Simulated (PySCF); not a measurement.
Frontier orbitals and the lowest excitations

Species: C₂H₄O₂.
Z-matrix (Å and degrees, PBE0-D3(BJ)/def2-SVP geometry), rows numbered from 1:
```
C 
C   1  1.4990
O   2  1.2018  1  125.89
O   2  1.3427  1  111.73  3  -179.66
H   1  1.0994  2  110.08  3  -125.59
H   1  1.0952  2  109.63  3    -3.93
H   1  1.1003  2  109.59  3   116.83
H   4  0.9696  2  106.16  1   179.59
```

Computed with PySCF, TDDFT wB97X-D/def2-SVPD, vertical, gas phase, core orbitals frozen in the response.

Kohn–Sham orbitals with the atoms that hold most of them (Löwdin shares over 4%, at most four atoms; ? is withheld):

| orbital | ε (eV) | atoms |
| --- | --- | --- |
| HOMO-3 | -13.42 | O4 36%, O3 22%, C1 16%, C2 14% |
| HOMO-2 | -13.23 | C1 34%, O4 20%, H7 15%, H5 13% |
| HOMO-1 | -11.47 | O3 44%, O4 39%, C2 13% |
| HOMO | -10.21 | ? |
| LUMO | 1.90 | ? |
| LUMO+1 | 2.07 | O4 28%, C2 22%, C1 16%, H8 13% |
| LUMO+2 | 2.93 | O4 25%, C1 23%, H5 11%, H7 11% |

**Question.** Give the leading atoms of the LUMO.

**Answer.** C2 (bonded to C and 2 O) 39%; O3 (bonded to C) 29%; O4 (bonded to C and H) 12%; C1 (bonded to C and 3 H) 9%. By element: carbon 48%, oxygen 42%.

**Question.** Give the leading atoms of the HOMO.

**Answer.** O3 (bonded to C) 68%; O4 (bonded to C and H) 11%; C2 (bonded to C and 2 O) 9%; C1 (bonded to C and 3 H) 8%. By element: oxygen 80%, carbon 17%.

**Question.** How does S1 compare with the orbital gap of 12.11 eV?

**Answer.** S1 is at 5.96 eV (f = 0.0004), 6.16 eV below the gap, made of HOMO→LUMO (97%). Without the coupling terms of the response equations the lowest excitation would equal the gap.

**Question.** Give energy, strength and leading configuration of S1, S2 and S4, and follow the Löwdin shares of the leading atoms from the occupied to the empty orbital.

**Answer.** 
- S1 (5.96 eV, f 0.0004), HOMO→LUMO (97%): O3 68% → 29%, O4 11% → 12%, C2 9% → 39%; low, almost dark, from the terminal oxygen into the C=O bond, the pattern of n→π*
- S2 (7.86 eV, f 0.055), HOMO→LUMO+1 (87%): O3 68% → at most 13%, O4 11% → 28%, C2 9% → 22%
- S4 (8.82 eV, f 0.0022), HOMO-1→LUMO+1 (88%): O3 44% → at most 13%, O4 39% → 28%, C2 13% → 22%

One conformer stands for the species.
